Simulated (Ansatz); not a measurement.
This is a relaxation of cell and atoms with the PAW code Ansatz on an ordered 6-atom cell of SnGe₂ on the diamond lattice (P-3m1); the level of theory is PBE. The starting cell was estimated from covalent radii.

```yaml
crystal:
  lattice:
    - [4.126029389, 0.0, 0.0]
    - [-2.0630146945, 3.5732462676, 0.0]
    - [0.0, 0.0, 10.1066666667]
  atoms:
    - { symbol: Ge, position: [0.0, 0.0, 0.875] }
    - { symbol: Ge, position: [0.6666666667, 0.3333333333, 0.5416666667] }
    - { symbol: Sn, position: [0.3333333333, 0.6666666667, 0.2083333333] }
    - { symbol: Sn, position: [0.6666666667, 0.3333333333, 0.7916666667] }
    - { symbol: Ge, position: [0.3333333333, 0.6666666667, 0.4583333333] }
    - { symbol: Ge, position: [0.0, 0.0, 0.125] }
kpoints:
  mp_grid: { grid: [6, 6, 2] }
hamiltonian:
  xc: pbe
scf:
  occupations: { method: fermi_dirac, width: 0.02 }
relax:
  f_tol: 0.005
  cell: {}
```

The trajectory has 6 recorded frames, each with fractional positions and then forces in eV/Å along x, y and z. Some frames, the last among them, repeat a geometry solved again on a basis re-selected at its cell; pressure is positive in compression.

Step 1: energy 0.0 meV/atom from step 1, largest force component 1.243 eV/Å, pressure +8.46 GPa; a = 4.126 Å, b = 4.126 Å, c = 10.107 Å, α = 90.00°, β = 90.00°, γ = 120.00°
```
Ge 0.0000 0.0000 0.8750     0.000   0.000   1.243
Ge 0.6667 0.3333 0.5417     0.000   0.000  -1.187
Sn 0.3333 0.6667 0.2083     0.000   0.000  -0.110
Sn 0.6667 0.3333 0.7917     0.000   0.000   0.110
Ge 0.3333 0.6667 0.4583     0.000   0.000   1.187
Ge 0.0000 0.0000 0.1250     0.000   0.000  -1.243
```

Step 2: energy -96.0 meV/atom from step 1, largest force component 0.481 eV/Å, pressure -0.50 GPa; a = 4.323 Å, b = 4.323 Å, c = 10.503 Å, α = 90.00°, β = 90.00°, γ = 120.00°
```
Ge 0.0000 0.0000 0.8827     0.000   0.000  -0.257
Ge 0.6667 0.3333 0.5304     0.000   0.000   0.481
Sn 0.3333 0.6667 0.2101     0.000   0.000  -0.040
Sn 0.6667 0.3333 0.7899     0.000   0.000   0.040
Ge 0.3333 0.6667 0.4696     0.000   0.000  -0.481
Ge 0.0000 0.0000 0.1173     0.000   0.000   0.257
```

Problem. Estimate where the relaxation ends.

Solution.
Step 3: energy -100.5 meV/atom from step 1, largest force component 0.098 eV/Å, pressure -0.30 GPa; a = 4.309 Å, b = 4.309 Å, c = 10.557 Å, α = 90.00°, β = 90.00°, γ = 120.00°
```
Ge 0.0000 0.0000 0.8824     0.000   0.000  -0.007
Ge 0.6667 0.3333 0.5364     0.000   0.000  -0.098
Sn 0.3333 0.6667 0.2070     0.000   0.000   0.087
Sn 0.6667 0.3333 0.7930     0.000   0.000  -0.087
Ge 0.3333 0.6667 0.4636     0.000   0.000   0.098
Ge 0.0000 0.0000 0.1176     0.000   0.000   0.007
```

Step 4: energy -101.2 meV/atom from step 1, largest force component 0.018 eV/Å, pressure -0.06 GPa; a = 4.298 Å, b = 4.298 Å, c = 10.549 Å, α = 90.00°, β = 90.00°, γ = 120.00°
```
Ge 0.0000 0.0000 0.8822     0.000   0.000  -0.015
Ge 0.6667 0.3333 0.5351     0.000   0.000  -0.005
Sn 0.3333 0.6667 0.2089     0.000   0.000  -0.018
Sn 0.6667 0.3333 0.7911     0.000   0.000   0.018
Ge 0.3333 0.6667 0.4649     0.000   0.000   0.005
Ge 0.0000 0.0000 0.1178     0.000   0.000   0.015
```

Step 5: energy -101.2 meV/atom from step 1, largest force component 0.003 eV/Å, pressure -0.01 GPa; a = 4.298 Å, b = 4.298 Å, c = 10.537 Å, α = 90.00°, β = 90.00°, γ = 120.00°
```
Ge 0.0000 0.0000 0.8821     0.000   0.000   0.001
Ge 0.6667 0.3333 0.5351     0.000   0.000   0.003
Sn 0.3333 0.6667 0.2087     0.000   0.000   0.001
Sn 0.6667 0.3333 0.7913     0.000   0.000  -0.001
Ge 0.3333 0.6667 0.4649     0.000   0.000  -0.003
Ge 0.0000 0.0000 0.1179     0.000   0.000  -0.001
```

Step 6: energy -102.0 meV/atom from step 1, largest force component 0.004 eV/Å, pressure +0.01 GPa; a = 4.298 Å, b = 4.298 Å, c = 10.537 Å, α = 90.00°, β = 90.00°, γ = 120.00°
```
Ge 0.0000 0.0000 0.8821     0.000   0.000   0.000
Ge 0.6667 0.3333 0.5351     0.000   0.000   0.004
Sn 0.3333 0.6667 0.2087     0.000   0.000   0.001
Sn 0.6667 0.3333 0.7913     0.000   0.000  -0.001
Ge 0.3333 0.6667 0.4649     0.000   0.000  -0.004
Ge 0.0000 0.0000 0.1179     0.000   0.000   0.000
```

The walk took 5 steps, besides SCFs solved again on a fresh basis, and changed the volume by +13.1 %. The last SCF, on a fresh basis, lies 102 meV an atom below the first. Final cell: the symmetry is P-3m1 (No. 164, trigonal); a = 4.298 Å, c = 10.537 Å in the conventional setting, 28.10 Å³ an atom. Around Ge lie 1 Ge at 2.49 Å and 3 Sn at 2.66 Å; around Ge lie 3 Ge at 2.59 Å and 1 Sn at 2.70 Å; around Sn lie 4 Ge at 2.66–2.70 Å.

Command: `ansatz run input.yaml --threads 4 --pin off --max-ram 6451MiB --backend cpu --events-out ev --progress --plain --runs-dir out`. Wall time 8.9 s on 4 threads of Intel(R) Xeon(R) Platinum 8488C (Sapphire Rapids), on a shared host, load about 0.4 per core; peak host memory 0.65 GiB.

No spin polarisation. The prototype was imposed, so other structures may be more stable.
